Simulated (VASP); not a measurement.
Here is a VASP 6.6.1 calculation.

Contents of POSCAR:

```
ZnS
1.0
    3.1792338440      0.0000000000      0.0000000000
    0.0000000000      3.1792338440      0.0000000000
    0.0000000000      0.0000000000      3.1792338440
Zn S
1 1
Direct
    0.0000000000      0.0000000000      0.0000000000
    0.5000000000      0.5000000000      0.5000000000
```

File INCAR.step1:

```
  PREC = Accurate
  ENCUT = 520
  EDIFF = 1E-5
  ISMEAR = -1
  SIGMA = 0.02
  LREAL = F
  LASPH = T
  NELM = 100
  ALGO = Normal
  ISIF = 2
  LWAVE = T
  LCHARG = F
  GGA = PE
  NBANDS = 16
```

INCAR.step2

```
  PREC = Accurate
  ENCUT = 520
  EDIFF = 1E-6
  ISMEAR = -1
  SIGMA = 0.02
  LREAL = F
  LASPH = T
  NELM = 100
  ALGO = Normal
  ISIF = 2
  LWAVE = F
  LCHARG = F
  GGA = PE
  LHFCALC = T
  HFSCREEN = 0.2079
  PRECFOCK = Normal
  ISTART = 1
  NBANDS = 16
```

Contents of KPOINTS:

```
regular mesh
0
Gamma
  4 4 4
```

Potentials or basis: VASP PAW PBE potentials, release 64 (Zn, S).

The run is started by

```bash
$ cat potpaw_PBE.64/Zn/POTCAR potpaw_PBE.64/S/POTCAR > POTCAR
$ cp INCAR.step1 INCAR
$ mpirun -np 1 vasp_std > vasp.out
$ cp INCAR.step2 INCAR
$ mpirun -np 1 vasp_std > vasp.out
```

Q: Estimate the band gap on the k mesh.

A: None (metal or under the smearing width).

Q: Predict the pressure.

A: 0.2 GPa.

Caveat: the k mesh is coarse (spacing up to 0.49 Å⁻¹), so the values aren't converged, least of all with exact exchange; the PAW data sets were made with another functional, which shifts forces and pressure a little.
